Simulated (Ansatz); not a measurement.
# CoSn: the cost of one run

Computed with Ansatz 0.2.0 (DFT PBE, scalar-relativistic, plane waves, PAW, unless a step's input says otherwise).

## (1) The system as given

It takes space group F-43m (No. 216, cubic). The conventional cell has a = 5.202 Å, b = 5.202 Å, c = 5.202 Å, α = 90.00°, β = 90.00°, γ = 90.00°. Co (site symmetry -43m) has 4 Sn at 2.25 Å as nearest neighbours. Sn (site symmetry -43m) is surrounded by 4 Co at 2.25 Å.

As a file:

```cif
data_structure
_symmetry_space_group_name_H-M 'P 1'
_symmetry_Int_Tables_number 1
_cell_length_a 3.6785
_cell_length_b 3.6785
_cell_length_c 3.6785
_cell_angle_alpha 60.000
_cell_angle_beta 60.000
_cell_angle_gamma 60.000
_cell_volume 35.20
loop_
_atom_site_label
_atom_site_type_symbol
_atom_site_fract_x
_atom_site_fract_y
_atom_site_fract_z
_atom_site_occupancy
Co1 Co 0.00000 0.00000 0.00000 1
Sn1 Sn 0.75000 0.75000 0.75000 1
```

This is candidate A: zinc blende type (F-43m, No. 216).

(A quick probe on a coarse mesh, which set the mesh and smearing, is not shown.)

## (3) Coarse relaxation (candidate A)

input.yaml

```yaml
crystal:
  lattice:
    - [0.0, 2.6010990695, 2.6010990695]
    - [2.6010990695, 0.0, 2.6010990695]
    - [2.6010990695, 2.6010990695, 0.0]
  atoms:
    - { symbol: Co, position: [0.0, 0.0, 0.0] }
    - { symbol: Sn, position: [0.75, 0.75, 0.75] }
basis:
  ecutwfc: 420
kpoints:
  mp_grid: { grid: [6, 6, 6] }
hamiltonian:
  xc: pbe
scf:
  occupations: { method: gaussian, width: 0.1 }
  lower_state_search: "off"
output:
  forces: true
  stress: true
  eigenvalues: true
relax:
  adjacent_minimum: "off"
  f_tol: 0.04
  max_steps: 70
  cell: { stress_tol: 0.4 }
```

The run is started by

```console
$ ansatz run input.yaml --threads 1 --pin off --max-ram 2560MiB --backend cpu --events-out ev --progress --plain --runs-dir out
```

**Question.** How long does this run take on 1 thread of Intel Xeon 6975P-C (Granite Rapids), shared host, and how much memory does it need?

About 12 s, with a peak of 0.38 GiB.
